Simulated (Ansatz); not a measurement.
# ZnO: short molecular dynamics

Aim: for ZnO, run short molecular dynamics at set temperatures.

Program: Ansatz 0.2.0. Level of theory: DFT PBEsol, scalar-relativistic, plane waves, PAW. These are calculated values, not measurements.

## Step 1: The structure to begin with

Symmetry: P4_2/mnm, No. 136, tetragonal system. The conventional cell has a = 5.518 Å, b = 5.518 Å, c = 3.259 Å, α = 90.00°, β = 90.00°, γ = 90.00°. Zn (site symmetry m2m) is surrounded by 4 O at 1.94 to 2.01 Å. O (site symmetry m2m) is surrounded by 4 Zn at 1.94 to 2.01 Å.

Coordinates:

```
Zn O
1.0
     5.51757    0.00000    0.00000
     0.00000    5.51757    0.00000
     0.00000    0.00000    3.25878
Zn O
4 4
Direct
  0.18197 0.18197 0.50000
  0.81803 0.81803 0.50000
  0.68197 0.31803 0.00000
  0.31803 0.68197 0.00000
  0.81725 0.18275 0.50000
  0.18275 0.81725 0.50000
  0.68275 0.68275 0.00000
  0.31725 0.31725 0.00000
```

The structure comes from the Materials Project (structure only).

## Step 2: Quick check of gap, pressure and forces

Input file input.yaml:

```yaml
crystal:
  lattice:
    - [5.51757007, 0.0, 0.0]
    - [0.0, 5.51757007, 0.0]
    - [0.0, 0.0, 3.25877877]
  atoms:
    - { symbol: Zn, position: [0.18197284, 0.18197284, 0.5] }
    - { symbol: Zn, position: [0.81802716, 0.81802716, 0.5] }
    - { symbol: Zn, position: [0.68197284, 0.31802716, 0.0] }
    - { symbol: Zn, position: [0.31802716, 0.68197284, 0.0] }
    - { symbol: O, position: [0.81724723, 0.18275277, 0.5] }
    - { symbol: O, position: [0.18275277, 0.81724723, 0.5] }
    - { symbol: O, position: [0.68275277, 0.68275277, 0.0] }
    - { symbol: O, position: [0.31724723, 0.31724723, 0.0] }
basis:
  ecutwfc: 420
kpoints:
  mp_grid: { grid: [4, 4, 6] }
hamiltonian:
  xc: pbesol
scf:
  occupations: { method: gaussian, width: 0.1 }
output:
  forces: true
  stress: true
  eigenvalues: true
```

Command:

```bash
$ ansatz run input.yaml --threads 4 --pin off --max-ram 5120MiB --backend cpu --events-out ev --progress --plain --runs-dir out
```

The program printed (excerpt; [...] marks lines left out):

```text
Warning: RAYON_NUM_THREADS=4 ignored (pool sized by the plan → 4); use --threads N
[...]
Pseudopotentials: kind: paw
Pseudopotential: Zn, paw, valence charge 12, recommended cutoff 420 eV (normal), Zn.paw.azcp
Pseudopotential: O, paw, valence charge 6, recommended cutoff 420 eV (normal), O.paw.azcp
Functional definition: PBEsol
[...]
Crystal: 8 atoms, lattice volume = 99.209 Å³
Basis set: ecut = 420 eV, 1967 PW (Γ), exchange–correlation on 80×80×48 points (8 copies of the dense FFT grid, shifted against one another)
Bands: 44, of which v1, the nominal top of the filled ones, is band 36 counted from 1 (35 counted from 0)
Symmetry: 16 space group operations
Space group: P42/mnm (ITA 136), of the structure as read, at distance tolerance 4.6e-5 Å
k-points: 24 of 96
[...]
SCF iter   1: F=—  HF=-15368.313384 eV  |F-HF|=—  |Δ(HF+E_count)|=         —  Δρ=1.52e-2  dr2=1.89e-1  ethr=1.77e-3  ⟨swp⟩=6.1  Hψ=4084  notcnv=0
[...]
SCF iter   7: F=-15368.264321 eV  HF=-15368.264321 eV  |F-HF|=5.60e-8  |Δ(HF+E_count)|=   8.32e-7  Δρ=7.59e-6  dr2=7.46e-8  ethr=1.39e-10  ⟨swp⟩=7.9  Hψ=4676  notcnv=0
[...]
SCF converged after 7 iterations
Free energy (F): -15368.264321 eV
[...]
E sigma→0 (E₀):  -15368.264321 eV
Fermi energy:    6.972532 eV
[...]
--- Forces (eV/Å), atoms counted from 1 ---
  atom   1  Zn    -0.00038095    -0.00038095     0.00000000
  atom   2  Zn     0.00038095     0.00038095     0.00000000
  atom   3  Zn    -0.00038095     0.00038095     0.00000000
  atom   4  Zn     0.00038095    -0.00038095     0.00000000
  atom   5  O      0.01616498    -0.01616498     0.00000000
  atom   6  O     -0.01616498     0.01616498     0.00000000
  atom   7  O     -0.01616498    -0.01616498     0.00000000
  atom   8  O      0.01616498     0.01616498     0.00000000
[...]
--- Stress (GPa, compression-positive) ---
       -0.833553       0.000000       0.000000
        0.000000      -0.833553       0.000000
        0.000000       0.000000      -1.309465
  P = ⅓ Tr σ = -0.9922 GPa (-9.922 kbar)
--- Band table (eV; the first three rows and the last of 24) ---
[...]
```

Run time: 3.4 s. Hardware: 4 threads of Arm Neoverse N1, shared host; peak memory 0.51 GiB.

No relaxation comes first: the listed cell is the starting point.

## Step 3: Reference: the perfect supercell

Input file input.yaml:

```yaml
crystal:
  lattice:
    - [0.0, 5.51757007, -3.25877877]
    - [0.0, -5.51757007, -3.25877877]
    - [-5.51757007, 0.0, 3.25877877]
  atoms:
    - { symbol: Zn, position: [0.25, 0.06802716, 0.81802716] }
    - { symbol: Zn, position: [0.75, 0.56802716, 0.81802716] }
    - { symbol: Zn, position: [0.25, 0.43197284, 0.18197284] }
    - { symbol: Zn, position: [0.75, 0.93197284, 0.18197284] }
    - { symbol: Zn, position: [0.31802716, 0.0, 0.31802716] }
    - { symbol: Zn, position: [0.81802716, 0.5, 0.31802716] }
    - { symbol: Zn, position: [0.68197284, 0.0, 0.68197284] }
    - { symbol: Zn, position: [0.18197284, 0.5, 0.68197284] }
    - { symbol: O, position: [0.93275277, 0.75, 0.18275277] }
    - { symbol: O, position: [0.43275277, 0.25, 0.18275277] }
    - { symbol: O, position: [0.56724723, 0.75, 0.81724723] }
    - { symbol: O, position: [0.06724723, 0.25, 0.81724723] }
    - { symbol: O, position: [0.5, 0.81724723, 0.31724723] }
    - { symbol: O, position: [0.0, 0.31724723, 0.31724723] }
    - { symbol: O, position: [0.5, 0.18275277, 0.68275277] }
    - { symbol: O, position: [0.0, 0.68275277, 0.68275277] }
  symmetry: { detect: false }
basis:
  ecutwfc: 420
kpoints:
  mp_grid: { grid: [2, 2, 2], shift: [0.5, 0.5, 0.5] }
hamiltonian:
  xc: pbesol
scf:
  occupations: { method: gaussian, width: 0.1 }
output:
  forces: true
  stress: true
  eigenvalues: true
```

Command:

```bash
$ ansatz run input.yaml --threads 4 --pin off --max-ram 5120MiB --backend cpu --events-out ev --progress --plain --runs-dir out
```

The program printed (excerpt; [...] marks lines left out):

```text
Warning: RAYON_NUM_THREADS=4 ignored (pool sized by the plan → 4); use --threads N
[...]
[... 4 set-up lines as earlier in the session ...]
[...]
Crystal: 16 atoms, lattice volume = 198.418 Å³
Basis set: ecut = 420 eV, 3895 PW (Γ), exchange–correlation on 90×90×90 points (8 copies of the dense FFT grid, shifted against one another)
Bands: 88, of which v1, the nominal top of the filled ones, is band 72 counted from 1 (71 counted from 0)
Symmetry: 1 space group operations
k-points: 4 of 8 (time reversal used)
[...]
SCF iter   1: F=—  HF=-30736.651477 eV  |F-HF|=—  |Δ(HF+E_count)|=         —  Δρ=1.55e-2  dr2=3.89e-1  ethr=1.77e-3  ⟨swp⟩=6.0  Hψ=1350  notcnv=0  defer=1
[...]
SCF iter   9: F=-30736.550358 eV  HF=-30736.550358 eV  |F-HF|=2.23e-9  |Δ(HF+E_count)|=   2.34e-8  Δρ=2.12e-6  dr2=9.37e-9  ethr=6.94e-11  ⟨swp⟩=2.0  Hψ=1210  notcnv=0
[...]
SCF converged after 9 iterations
Free energy (F): -30736.550358 eV
[...]
E sigma→0 (E₀):  -30736.550358 eV
Fermi energy:    7.627423 eV
[...]
--- Forces (eV/Å), atoms counted from 1 ---
  atom   1  Zn    -0.00186202    -0.00186306    -0.00000102
  atom   2  Zn    -0.00186459    -0.00186391     0.00000102
  atom   3  Zn     0.00186497     0.00186359     0.00000268
  atom   4  Zn     0.00186511     0.00186586    -0.00000249
  atom   5  Zn    -0.00185589     0.00185542     0.00000534
  atom   6  Zn    -0.00185663     0.00185709    -0.00000540
  atom   7  Zn     0.00185369    -0.00185407    -0.00000403
  atom   8  Zn     0.00185515    -0.00185478     0.00000411
[...]
--- Stress (GPa, compression-positive) ---
       -0.881213       0.000012       0.000000
        0.000012      -0.881212       0.000000
        0.000000       0.000000      -1.149011
  P = ⅓ Tr σ = -0.9705 GPa (-9.705 kbar)
--- Band table (eV) ---
[...]
```

Run time: 5.3 s. Hardware: 4 threads of Arm Neoverse N1, shared host; peak memory 0.65 GiB.

## Step 4: Dynamics at 2600 K

42 steps of 4 fs with a Langevin thermostat, velocities drawn for 2600 K, at 1.10 times the reference volume.

Edit input.yaml of step 3 so:

```diff
@@ -2,5 +2,5 @@
   lattice:
-    - [0.0, 5.51757007, -3.25877877]
-    - [0.0, -5.51757007, -3.25877877]
-    - [-5.51757007, 0.0, 3.25877877]
+    - [0.0, 5.6956778689, -3.3639725249]
+    - [0.0, -5.6956778689, -3.3639725249]
+    - [-5.6956778689, 0.0, 3.3639725249]
   atoms:
@@ -22,3 +22,2 @@
     - { symbol: O, position: [0.0, 0.68275277, 0.68275277] }
-  symmetry: { detect: false }
 basis:
@@ -30,3 +29,5 @@
 scf:
-  occupations: { method: gaussian, width: 0.1 }
+  occupations: { method: fermi_dirac, width: 0.2241 }
+  lower_state_search: "off"
+  convergence: { dr2_threshold: 1.0e-07 }
 output:
@@ -34,2 +35,9 @@
   stress: true
-  eigenvalues: true
+md:
+  timestep: 4.0
+  n_steps: 42
+  ensemble: nvt_langevin
+  temperature: 2600.0
+  initial_velocities: maxwell_boltzmann
+  seed: 54680
+  friction: 0.02
```

Command:

```bash
$ ansatz run input.yaml --threads 4 --pin off --max-ram 5120MiB --backend cpu --events-out ev --progress --plain --runs-dir out
```

The program printed (excerpt; [...] marks lines left out):

```text
Warning: md: disabling space-group detection — thermal motion breaks the input geometry's symmetry, so no spatial operation reduces the k-mesh or symmetrises the density; time reversal is kept, so that k and −k are solved as one point where they differ and the mesh holds both, and exact [...]
Warning: output.stress: scf.convergence.dr2_threshold = 1e-7 eV (the SCF's general default) is looser than the 1.6e-9 eV advised for a printed stress (1e-10 eV for each atom of the cell: 16). What an SCF threshold leaves in a stress goes as its square root, and in the free energy as the [...]
Warning: RAYON_NUM_THREADS=4 ignored (pool sized by the plan → 4); use --threads N
band count auto-derived: 92 (N_el = 144.0; filled up to band 72; 88 by the electrons, moments and atoms)
[...]
[... 4 set-up lines as earlier in the session ...]
[...]
Crystal: 16 atoms, lattice volume = 218.260 Å³
Basis set: ecut = 420 eV, 4239 PW (Γ), exchange–correlation on 90×90×90 points (8 copies of the dense FFT grid, shifted against one another)
Bands: 92, of which v1, the nominal top of the filled ones, is band 72 counted from 1 (71 counted from 0)
[... 1 set-up line as earlier in the session ...]
k-points: 4 of 8 (time reversal used)
[...]
SCF iter   1: F=—  HF=-30735.850844 eV  |F-HF|=—  |Δ(HF+E_count)|=         —  Δρ=1.58e-2  dr2=4.60e-1  ethr=1.77e-3  ⟨swp⟩=6.2  Hψ=1346  notcnv=0
[...]
md step     0: t =     0.00 fs  T =  2437.5 K  F+E_penalty+E_count = -30735.73813070 eV  E_kin = 5.041140 eV  P_inst = -8.7866 GPa  (8 SCF iters)
[...]
md step     1: t =     4.00 fs  T =  1830.2 K  F+E_penalty+E_count = -30735.42301318 eV  E_kin = 3.785077 eV  P_inst = -8.6161 GPa  (9 SCF iters)
[...]
SCF iter   3: F=—  HF=-30734.605400 eV  |F-HF|=—  |Δ(HF+E_count)|=   2.08e-3  Δρ=1.39e-3  dr2=3.95e-3  ethr=9.47e-6  ⟨swp⟩=2.0  Hψ=652  notcnv=0
```

## Step 5: More of the same log: dynamics (nvt_langevin) at 2600 K, volume x 1.1

The log, continued (excerpt; [...] marks lines left out):

```text
SCF iter   4: F=—  HF=-30734.604677 eV  |F-HF|=—  |Δ(HF+E_count)|=   7.23e-4  Δρ=3.84e-4  dr2=4.37e-4  ethr=2.74e-6  ⟨swp⟩=2.5  Hψ=642  notcnv=0
[...]
md step     2: t =     8.00 fs  T =  1168.0 K  F+E_penalty+E_count = -30734.60462209 eV  E_kin = 2.415713 eV  P_inst = -7.6445 GPa  (9 SCF iters)
[...]
md step    12: t =    48.00 fs  T =  1683.3 K  F+E_penalty+E_count = -30733.43069069 eV  E_kin = 3.481395 eV  P_inst = -5.4980 GPa  (8 SCF iters)
[...]
md step    22: t =    88.00 fs  T =  1705.4 K  F+E_penalty+E_count = -30731.67067787 eV  E_kin = 3.526939 eV  P_inst = -5.4557 GPa  (9 SCF iters)
[...]
md step    32: t =   128.00 fs  T =  2179.0 K  F+E_penalty+E_count = -30732.15113553 eV  E_kin = 4.506584 eV  P_inst = -4.6768 GPa  (10 SCF iters)
[...]
SCF converged after 10 iterations
Free energy (F): -30731.043034 eV
[...]
E sigma→0 (E₀):  -30731.008011 eV
Entropy (-TS):   -0.070046 eV (-4.378 meV/atom)
Fermi energy:    6.280588 eV
[...]
--- Forces (eV/Å), atoms counted from 1 ---
  atom   1  Zn     0.27992744     3.47008632    -0.28667062
  atom   2  Zn    -1.16360034    -0.51822427    -1.11559927
  atom   3  Zn    -0.78946359    -4.61051563     0.30989389
  atom   4  Zn    -0.75007245    -0.30539659     0.09111994
  atom   5  Zn    -0.59245778     1.50123594     1.95881193
  atom   6  Zn     0.15386024    -0.07932357     0.32976834
  atom   7  Zn     0.09627909    -1.40261657     0.47082833
  atom   8  Zn     1.88042020    -1.74890715    -3.42596265
[...]
--- Stress (GPa, compression-positive) ---
       -5.591629      -1.794450      -1.263924
       -1.794450      -3.966257       2.773099
       -1.263924       2.773097      -9.987709
  P = ⅓ Tr σ = -6.5152 GPa (-65.152 kbar)
--- MD trajectory: 42 steps, t = 0.0 → 168.0 fs ---
  final state: T = 1830.5 K   F+E_penalty+E_count = -30731.04303363 eV   E_kin = 3.785756 eV
```

It took 3.9 min on 4 threads of Arm Neoverse N1, shared host; peak memory 0.76 GiB.

## Step 6: The trajectory in numbers

Every 2 steps (energy changes from step 0; pressure with its kinetic part):

```csv
time (fs),T (K),potential (meV/atom),pressure (GPa)
0.0,2438,0.0,-8.8
8.0,1168,70.8,-7.6
16.0,1238,123.5,-6.3
24.0,1452,123.4,-6.4
32.0,1371,150.7,-5.2
40.0,1382,160.5,-4.6
48.0,1683,144.2,-5.5
56.0,1454,175.9,-6.2
64.0,1601,201.1,-6.6
72.0,1682,212.7,-7.2
80.0,1810,222.4,-7.2
88.0,1705,254.2,-5.5
96.0,1516,297.9,-2.8
104.0,1798,260.7,-3.3
112.0,2868,177.0,-5.3
120.0,2461,227.3,-4.2
128.0,2179,224.2,-4.7
136.0,2085,280.9,-4.1
144.0,2246,290.5,-5.5
152.0,2601,269.8,-6.6
160.0,1937,279.0,-6.3
168.0,1830,293.4,-4.7
```

Positions and forces at chosen times:

```xyz
16
Lattice="0.000 5.696 -3.364 0.000 -5.696 -3.364 -5.696 0.000 3.364" Properties=species:S:1:pos:R:3:forces:R:3 pbc="T T T" time_fs=112.0 T_K=2868
Zn   -5.013    1.121    1.692    1.417   -0.138   -0.354
Zn   -4.341    1.136   -1.625   -0.497    0.165   -0.506
Zn   -1.398   -0.690   -1.428    0.475   -0.418    0.540
Zn   -1.102   -0.625   -4.824    0.662   -0.704    0.419
Zn   -1.780    2.041   -0.054   -1.493    1.188    0.376
Zn   -1.829    1.811   -3.830   -0.555    0.382    1.287
Zn   -3.971    4.288    0.202   -1.375   -0.847    0.459
Zn   -3.796   -1.749    0.299   -1.427    0.178   -0.229
O    -0.812    1.325   -5.342    0.002    0.020    1.092
O    -1.255    1.322   -1.681   -0.047   -0.435   -1.239
O    -4.709   -0.818   -1.362   -0.158   -0.323   -0.271
O    -4.715   -0.981    1.905   -1.191    0.687   -0.824
O    -2.125   -1.404   -3.054    2.079   -0.485   -0.805
O    -1.984   -1.312    0.389    0.862   -0.363   -1.388
O    -4.208    1.918    0.083    1.186    0.674    0.128
O    -3.768   -3.884   -0.240    0.060    0.419    1.313
16
Lattice="0.000 5.696 -3.364 0.000 -5.696 -3.364 -5.696 0.000 3.364" Properties=species:S:1:pos:R:3:forces:R:3 pbc="T T T" time_fs=168.0 T_K=1830
Zn   -4.368    0.936    2.056    0.280    3.470   -0.287
Zn   -4.284    1.131   -1.336   -1.164   -0.518   -1.116
Zn   -1.221   -0.215   -1.151   -0.789   -4.611    0.310
Zn   -0.997   -0.714   -4.894   -0.750   -0.305    0.091
Zn   -1.738    2.136   -0.228   -0.592    1.501    1.959
Zn   -1.828    2.174   -3.657    0.154   -0.079    0.330
Zn   -3.820    4.282    0.168    0.096   -1.403    0.471
Zn   -4.023   -1.593    0.578    1.880   -1.749   -3.426
O    -1.079    1.301   -5.170   -0.339   -0.656   -0.155
O    -1.192    1.381   -1.839    0.293    1.770   -0.773
O    -4.810   -0.966   -1.640    0.909    1.550    1.205
O    -4.908   -0.789    1.820   -0.823    0.921    2.470
O    -1.911   -1.659   -2.955    0.428    0.820   -1.601
O    -1.843   -1.654    0.101   -0.181    2.257    0.531
O    -4.112    2.219    0.124    0.833   -0.814    1.099
O    -3.850   -3.474    0.332   -0.235   -2.154   -1.108
```

Pair distribution functions g(r) over the second half, up to half the cell's height:

```csv
r (Å),O-Zn
1.55,0.0
1.65,0.4
1.75,1.3
1.85,4.0
1.95,3.3
2.05,4.0
2.15,3.8
2.25,1.5
2.35,1.1
2.45,0.7
```

## Step 7: What came out

| quantity | value |
| --- | --- |
| mean temperature, second half (2600 K run) | 2098 K, spread 384 K |
| mean pressure, second half (2600 K run) | -4.9 GPa |
| mean potential energy above the perfect cell (2600 K run) | 309 meV/atom |
| mean square move, first to last frame (2600 K run) | O 0.07, Zn 0.20 Å² |

Over the second half of the 2600 K run the temperature averages 2098 K, with a standard deviation of 384 K. Among the stored frames no atom gets farther than 0.7 Å from its first place (drift of the whole removed), against a shortest distance of 2.00 Å, so within this short run the atoms stay near their sites. The time step is on the long side for these atoms. The trajectories are far too short for converged averages.
